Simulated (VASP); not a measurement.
# SrO in VASP 6.6.1, single-point calculation

INCAR

```
NBANDS = 7
NELM = 98
LREAL = .FALSE.
EDIFF = 1E-7
PREC = Accurate
ENCUT = 520
SIGMA = 0.01
ALGO = Normal
LASPH = .TRUE.
NSW = 0
LWAVE = .FALSE.
METAGGA = R2SCAN
LCHARG = .FALSE.
ISMEAR = 0
ISIF = 2
IBRION = -1
```

KPOINTS

```
KPOINTS created by Atomic Simulation Environment
0
Gamma
8 8 8
0 0 0
```

POSCAR

```
Sr O
 1.0000000000000000
     0.0000000000000000    2.6572890956999999    2.6572890956999999
     2.6572890956999999    0.0000000000000000    2.6572890956999999
     2.6572890956999999    2.6572890956999999    0.0000000000000000
 Sr  O
   1   1
Cartesian
  0.0000000000000000  0.0000000000000000  0.0000000000000000
  2.6572890956999999  2.6572890956999999  2.6572890956999999
```

The recommended PBE PAW datasets give the neutral cell 16 valence electrons.

Command

```
mpirun -np 1 vasp_std
```

Standard output (part)

```
POSCAR found type information on POSCAR SrO
 POSCAR found :  2 types and       2 ions
 LDA part: xc-table for (None), standard interpolation
|     EEEEEEE  RRRRRR   RRRRRR   OOOOOOO  RRRRRR      ###     ###     ###     |
|     E        R     R  R     R  O     O  R     R     ###     ###     ###     |
|     E        R     R  R     R  O     O  R     R     ###     ###     ###     |
|     EEEEE    RRRRRR   RRRRRR   O     O  RRRRRR       #       #       #      |
|     E        R    R   R    R   O     O  R    R      ###     ###     ###     |
|     EEEEEEE  R     R  R     R  OOOOOOO  R     R     ###     ###     ###     |
|     The number of bands is not sufficient to hold all electrons. I am       |
|     sorry, but this calculation does not make sense. If you want to         |
|     calculate only selected states, you need to set either EFERMI or        |
|     EREF. EREF specifies around which energy states are supposed to be      |
|     calculated.                                                             |
|     I found NBANDS = 7, NELECT = 16.                                        |
|       ---->  I REFUSE TO CONTINUE WITH THIS SICK JOB ... BYE!!! <----       |
```

VASP stopped before the first electronic step.

The fault: too few bands.

The run took about 0.9 s on one core of a shared host (Intel Xeon Platinum 8488C).
